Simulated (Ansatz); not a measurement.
A 2-atom cell of LiCl started from a crystallographic database, relaxed with r2SCAN, was run in Ansatz 0.2.0 under altered settings. All numbers are computed, without spin polarisation but where a row says otherwise.

```
Li Cl
1.0
     0.00000    2.55603    2.55603
     2.55603    0.00000    2.55603
     2.55603    2.55603    0.00000
Li Cl
1 1
Direct
  0.00000 0.00000 0.00000
  0.50000 0.50000 0.50000
```

The base run's other keys:
```yaml
kpoints:
  mp_grid: { grid: [4, 4, 4] }
hamiltonian:
  xc: hse06
scf:
  occupations: { method: fixed }
  n_extra_bands: 4
```

It takes 10 iterations with 645 plane waves at 420 eV and 8 k points, and leaves a mean stress of +0.17 GPa. The gap over this mesh is 7.790 eV. It ran on 4 threads of Arm Neoverse N1 (shared host).

Outcomes, with energy and stress as changes against the base:

| setting | outcome | ΔF (meV/atom) | Δ mean stress (GPa) | gap on the mesh (eV) | iterations | wall time |
| --- | --- | --- | --- | --- | --- | --- |
| hamiltonian.xc: r2scan50 (cutoff then 500 eV) | converged | – | -0.9 | 10.834 | 11 | 5.4 s |
| PBE hybrid, exx coeff 0.1, unscreened | converged | – | +0.4 | 7.231 | 9 | 3.4 s |
| PBE hybrid, exx coeff 0.35, unscreened | converged | – | -0.4 | 9.379 | 12 | 3.6 s |
| PBE hybrid, exx coeff 0.1, omega 0.3 1/Å | converged | – | +0.4 | 6.845 | 9 | 3.6 s |
| scf.occupations: gaussian 0.5 | converged | 0.0 | 0.0 | 7.790 | 10 | 3.7 s |

A dash marks a value that wasn't obtained or can't be compared. Stress is positive in compression. The base took 3.7 s.

- hamiltonian.xc: r2scan50. The cutoff follows the functional, from 420 to 500 eV. The mean stress moves by -0.9 GPa and the gap on the mesh by +3.044 eV (to 10.834). It's another functional on the same cell, so totals aren't comparable.
- PBE hybrid, exx coeff 0.1, unscreened. That is 10 % exact exchange, at all ranges, against HSE06's 25 % screened at 0.208 1/Å. The mean stress moves by +0.4 GPa and the gap on the mesh by -0.559 eV (to 7.231). Totals of different functionals aren't comparable.
- PBE hybrid, exx coeff 0.35, unscreened. That is 35 % exact exchange, at all ranges, against HSE06's 25 % screened at 0.208 1/Å. The mean stress moves by -0.4 GPa and the gap on the mesh by +1.589 eV (to 9.379). Totals of different functionals aren't comparable.
- PBE hybrid, exx coeff 0.1, omega 0.3 1/Å. That is 10 % exact exchange, screened with ω = 0.3 1/Å, against HSE06's 25 % screened at 0.208 1/Å. The mean stress moves by +0.4 GPa and the gap on the mesh by -0.946 eV (to 6.845). Totals of different functionals aren't comparable.

Within 1 meV an atom, 0.1 GPa and 0.005 eV of the base stay: scf.occupations: gaussian 0.5.

The program warns that its thresholds are loose for a hybrid's stress.

The meshes of the hybrids are coarse, so their gaps aren't converged to the digits shown.
